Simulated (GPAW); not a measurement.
# Ga in GPAW: further runs, part 3 of 3

GPAW 26.7.0.

### Step 5. Relaxation of the atoms, RPBE (the (1 1 0) slab of Ga, cut from the database cell, not relaxed)

Contents of run.py:

```python
import numpy as np
from ase.constraints import FixAtoms
from ase.io import read, write
from ase.optimize import BFGS
from gpaw import GPAW, PW

atoms = read('Ga.xyz')
atoms.pbc = (True, True, False)
atoms.set_constraint(FixAtoms([0, 1, 2]))

calc = GPAW(mode=PW(450),
            xc='RPBE',
            kpts={'size': (9, 9, 1), 'gamma': True},
            occupations={'name': 'fermi-dirac', 'width': 0.05},
            nbands=22,
            convergence={'density': 1e-05, 'energy': 1e-05},
            maxiter=150,
            poissonsolver={'dipolelayer': 'xy'},
            symmetry={'extra_ids': [1, 1, 1, 0, 0, 0], 'tolerance': 0.001},
            txt='gpaw.txt')
atoms.calc = calc
opt = BFGS(atoms, trajectory='relax.traj', logfile='-')
done = opt.run(fmax=0.02, steps=60)
calc.write('gs.gpw')
write('result.traj', atoms)
print('Converged:', done)
print('Cell:', atoms.cell.cellpar().round(4))
print('Volume:', round(atoms.get_volume(), 4))
print(atoms.get_scaled_positions().round(5))

v = calc.get_electrostatic_potential().mean(axis=(0, 1))
z = np.arange(len(v)) * atoms.cell[2, 2] / len(v)
ef = calc.get_fermi_level()
np.savetxt('planar.dat', np.c_[z, v], fmt='%.4f')
below, above = np.interp([1.5, atoms.cell[2, 2] - 1.5], z, v) - ef
print(f'Work functions: bottom {below:.4f} eV, top {above:.4f} eV')
print('Dipole moment:', *calc.get_dipole_moment().round(5), 'e A')
```

Contents of Ga.xyz:

```xyz
6
Lattice="2.9851085407 -0.0000000000 0.0000000000 0.3437091101 2.9652549718 -0.0000000000 0.0000000000 0.0000000000 24.9277792079" Properties=species:S:1:pos:R:3 pbc="T T T"
Ga     1.6644088254      1.4826274859      7.5000000000
Ga     0.0000000000      0.0000000000      9.4855558416
Ga     1.6644088254      1.4826274859     11.4711116831
Ga     0.0000000000      0.0000000000     13.4566675247
Ga     1.6644088254      1.4826274859     15.4422233663
Ga     0.0000000000      0.0000000000     17.4277792079
```

Potentials or basis: the program's PAW data sets (release 1.2.1) made for this functional, pw.

Command:

```sh
OMP_NUM_THREADS=1 python run.py
```

gpaw.txt:

```text
__  _  _
 | _ |_)|_||  |
 |__||  | ||/\| - 26.7.0

Input parameters:
  mode=PW(ecut=450.00000000000006),
  convergence={'density': 1e-05, 'energy': 1e-05},
  kpts=MonkhorstPack(size=(9, 9, 1), gamma=True),
  maxiter=150,
  nbands=22,
  occupations=Occupations(name='fermi-dirac', width=0.05),
  poissonsolver=PoissonSolver(dipolelayer='xy'),
  symmetry=Symmetry(extra_ids=array([1, 1, 1, 0, 0, 0]), tolerance=0.001),
  xc=XC(name='RPBE')

Diagonalizing LCAO Hamiltonian
Converting LCAO to pw mode

       Ga

            Ga

       Ga
[... 17 lines left out ...]
Unit cell  # Å
| periodic |        x |         y |         z |   lengths |    angles |
|----------|----------|-----------|-----------|-----------|-----------|
|      yes | 2.985109 | -0.000000 |  0.000000 |  2.985109 | 90.000000 |
|      yes | 0.343709 |  2.965255 | -0.000000 |  2.985109 | 90.000000 |
|       no | 0.000000 |  0.000000 | 24.927779 | 24.927779 | 83.388228 |

Number of symmetries: 4
Symmetry operations  # r_c * U_cc + t_c -> r_c
|   | kind |            matrix            |
|---|------|------------------------------|
| 0 |  E   |  1, 0, 0,  0, 1, 0,  0, 0, 1 |
| 1 |  σ   |  0, 1, 0,  1, 0, 0,  0, 0, 1 |
| 2 |  σ   |  0,-1, 0, -1, 0, 0,  0, 0, 1 |
| 3 |  C2  | -1, 0, 0,  0,-1, 0,  0, 0, 1 |

BZ-sampling:
  Number of BZ points: 81
  Number of IBZ points: 25

  Monkhorst-Pack size: [9, 9, 1]
  Monkhorst-Pack shift: [0, 0, 0]

K-points  # in reciprocal-cell coordinates
|     |                                coordinates |     weight |
[... 66 lines left out ...]
  Converge bands: occupied
  niter=2

density mixing:
  MSR1-Mixer
  Pratt-step length: 0.05
  Maximum mixing coefficient: 0.75
  Old densities: 10
  SVD Regularization: 0.005
  Good broyden scale: 1.0
  Trust region scale: 1.0
  Backstep threshold: 4.0
  History deletion threshold: 6.0
  Fourier metric: weight=20.0, sigma=0.015

occupation numbers:
  Fermi-Dirac:
    width: 0.0500  # eV

<gpaw.new.pw.poisson.DipoleLayerPWPoissonSolver object>
xc functional:
  name: RPBE with 2 nearest neighbor stencil

convergence criteria:
- Maximum integral of absolute [dens]ity change: 1e-05 electrons / valence electron
- Maximum [total energy] change in last 3 cyles: 1e-05 eV / valence electron
- Maximum integral of absolute [eigenst]ate change: 4e-08 eV^2 / valence electron
maximum number of iterations: 150
[... 825 lines left out ...]
No gap
No difference between direct/indirect transitions
vacuum-level: 5.342  # V
Workfunctions: 3.838, 4.110 eV (top, bottom)

Forces  # eV/Ang
|       x |       y |        z |
|---------|---------|----------|
| 0.00000 | 0.00000 | -0.51916 |  # Ga   0
| 0.00000 | 0.00000 |  0.15377 |  # Ga   1
| 0.00000 | 0.00000 | -0.01546 |  # Ga   2
| 0.00000 | 0.00000 |  0.26659 |  # Ga   3
| 0.00000 | 0.00000 |  0.22542 |  # Ga   4
| 0.00000 | 0.00000 | -0.11088 |  # Ga   5
[... 684 lines left out ...]
SCF iterations
|iter     | |      energy | eigst |  dens |
|---------|-|-------------|-------|-------|
|iter:   1| |  -15.208474 | -2.81 |       |
|iter:   2| |  -16.961166 | -2.93 | -1.17 |
|iter:   3| |  -14.915473 | -4.07 | -0.77 |
|iter:   4| |  -14.871854 | -4.73 | -1.63 |
|iter:   5| |  -14.869692 | -5.95 | -2.03 |
|iter:   6| |  -14.865986 | -4.73 | -2.18 |
|iter:   7| |  -14.864613 | -4.75 | -2.41 |
|iter:   8| |  -14.864078 | -5.30 | -2.56 |
|iter:   9| |  -14.863913 | -5.73 | -2.85 |
|iter:  10| |  -14.863977c| -6.31 | -2.93 |
|iter:  11| |  -14.863807c| -6.42 | -2.82 |
|iter:  12| |  -14.863778 | -7.51c| -3.33 |
|iter:  13| |  -14.863777c| -7.72c| -3.75 |
|iter:  14| |  -14.863777c| -8.07c| -4.39 |
|iter:  15| |  -14.863777c| -8.64c| -4.88 |
|iter:  16| |  -14.863777c| -9.19c| -4.99 |
|iter:  17| |  -14.863777c| -9.65c| -5.52c|
[... 148 lines left out ...]
No gap
No difference between direct/indirect transitions
vacuum-level: 5.343  # V
Workfunctions: 3.846, 4.065 eV (top, bottom)

Forces  # eV/Ang
|       x |       y |        z |
|---------|---------|----------|
| 0.00000 | 0.00000 | -0.49487 |  # Ga   0
| 0.00000 | 0.00000 |  0.13172 |  # Ga   1
| 0.00000 | 0.00000 |  0.37022 |  # Ga   2
| 0.00000 | 0.00000 | -0.01317 |  # Ga   3
| 0.00000 | 0.00000 | -0.00093 |  # Ga   4
| 0.00000 | 0.00000 |  0.00690 |  # Ga   5

# Writing to gs.gpw (mode='')
```

planar.dat:

```text
0.0000 5.3432
0.0997 5.3755
0.1994 5.4052
0.2991 5.4297
0.3988 5.4464
0.4986 5.4526
[... 242 lines left out ...]
24.7284 5.2812
24.8281 5.3109
```

Run time: 17 min. Hardware: 1 thread of Arm Neoverse V1, shared host; peak memory 0.24 GiB.

What came out:

```
Free energy                     : -14.8759 eV
Energy gained by relaxing       : 19.5 meV/atom
Ionic steps                     : 16
Band gap on the k mesh          : none (metal or under the smearing width)
Dipole across the slab          : 0.01 e·Å
Work function of the upper face : 3.85 eV
Work function of the lower face : 4.06 eV
```

The path:
| step | energy change (eV) | largest force (eV/Å) |
| --- | --- | --- |
| 1 | 0.0000 | 0.4103 |
| 2 | -0.0023 | 0.4119 |
| 3 | -0.0306 | 0.4596 |
| 4 | -0.0339 | 0.4745 |
| 5 | -0.0385 | 0.4910 |
| 6 | -0.0450 | 0.5026 |
| 7 | -0.0551 | 0.5097 |
| 8 | -0.0675 | 0.5192 |
| 9 | -0.0784 | 0.5193 |
| 10 | -0.0829 | 0.5080 |
| 11 | -0.0868 | 0.4936 |
| 12 | -0.0932 | 0.4779 |
| 13 | -0.1032 | 0.4713 |
| 14 | -0.1134 | 0.4797 |
| 15 | -0.1162 | 0.4889 |
| 16 | -0.1168 | 0.4949 |

Final structure:
```yaml
crystal:
  lattice:
    - [2.98511, 0.00000, 0.00000]
    - [0.34371, 2.96525, 0.00000]
    - [0.00000, 0.00000, 24.92778]
  atoms:
    - { symbol: Ga, position: [0.50000, 0.50000, 0.30087] }
    - { symbol: Ga, position: [0.00000, 0.00000, 0.38052] }
    - { symbol: Ga, position: [0.50000, 0.50000, 0.46017] }
    - { symbol: Ga, position: [0.00000, 0.00000, 0.54852] }
    - { symbol: Ga, position: [0.50000, 0.50000, 0.63751] }
    - { symbol: Ga, position: [0.00000, 0.00000, 0.72669] }
```

Caveat: the cutoff is short for stress and forces, so pressures can be off by a GPa or more; later steps reuse the first step's grids.

### Step 6. Relaxation of the atoms, r2SCAN (the (1 1 0) slab of Ga, cut from the database cell, not relaxed)

Edit run.py of step 5 so:

```diff
@@ -11,3 +11,3 @@
 calc = GPAW(mode=PW(450),
-            xc='RPBE',
+            xc='MGGA_X_R2SCAN+MGGA_C_R2SCAN',
             kpts={'size': (9, 9, 1), 'gamma': True},
```

Ga.xyz is that of step 5.

Potentials or basis: GPAW PAW data sets (gpaw-data 1.2.1), pw.

Command:

```sh
OMP_NUM_THREADS=1 python run.py
```

Wall time 29 min (1 thread of Arm Neoverse V1, shared host); peak memory 0.28 GiB.

The run converged. Its results:

| Item | Value |
| --- | --- |
| Free energy | -59.8061 eV |
| Energy gained by relaxing | 0.3 meV/atom |
| Ionic steps | 11 |
| Band gap on the k mesh | none (metal or under the smearing width) |
| Dipole across the slab | 0.00 e·Å |
| Work function of the upper face | 4.35 eV |
| Work function of the lower face | 4.39 eV |

Step by step:
```
step  energy change (eV)  largest force (eV/Å)
   1              0.0000                0.0884
   2             -0.0001                0.0888
   3             -0.0014                0.0968
   4             -0.0015                0.0967
   5             -0.0020                0.0928
   6             -0.0021                0.0923
   7             -0.0021                0.0914
   8             -0.0022                0.0903
   9             -0.0022                0.0893
  10             -0.0020                0.0899
  11             -0.0018                0.0918
```

Final structure:
```
Ga
1.0
     2.98511    0.00000    0.00000
     0.34371    2.96525    0.00000
     0.00000    0.00000   24.92778
Ga
6
Cartesian
  1.6644 1.4826 7.5000
  0.0000 0.0000 9.4856
  1.6644 1.4826 11.4711
  0.0000 0.0000 13.4585
  1.6644 1.4826 15.4757
  0.0000 0.0000 17.4978
```

Levels at points of the mesh, in eV from the Fermi level:
| k point | band 7 | band 8 | band 9 | band 10 | band 11 | band 12 |
| --- | --- | --- | --- | --- | --- | --- |
| (0.00, 0.00, 0.00) | -1.86 | 1.34 | 3.54 | 4.59 | 4.65 | 4.67 |

Caveat: the cutoff is short for stress and forces, so pressures can be off by a GPa or more; later steps reuse the first step's grids; the PAW data sets were made with another functional, which shifts forces and pressure a little.

### Step 7. Summary

```csv
level,potentials or basis,gap on the mesh (eV),work function (eV)
LDA,"the program's PAW data sets (release 1.2.1) made for this functional, pw",none,4.50
PBE,"GPAW PAW data sets (gpaw-data 1.2.1), pw",none,4.03
PBEsol,"PAW data sets generated in the run's folder for this functional, pw",none,4.26
RPBE,"the program's PAW data sets (release 1.2.1) made for this functional, pw",none,3.85
r2SCAN,"GPAW PAW data sets (gpaw-data 1.2.1), pw",none,4.35
```

Alike in all rows: task relaxation of the atoms; no spin polarisation; cell atoms relaxed from: the (1 1 0) slab of Ga, cut from the database cell, not relaxed; k mesh 9 × 9 × 1; cutoff (eV) 450; smearing fermi-dirac 0.05 eV.

Caveats: the cutoff is short for stress and forces, so pressures can be off by a GPa or more; later steps reuse the first step's grids; the PAW data sets were made with another functional, which shifts forces and pressure a little (some runs).

Total energies depend on the potentials used, so only differences within one code and one set of settings carry meaning.
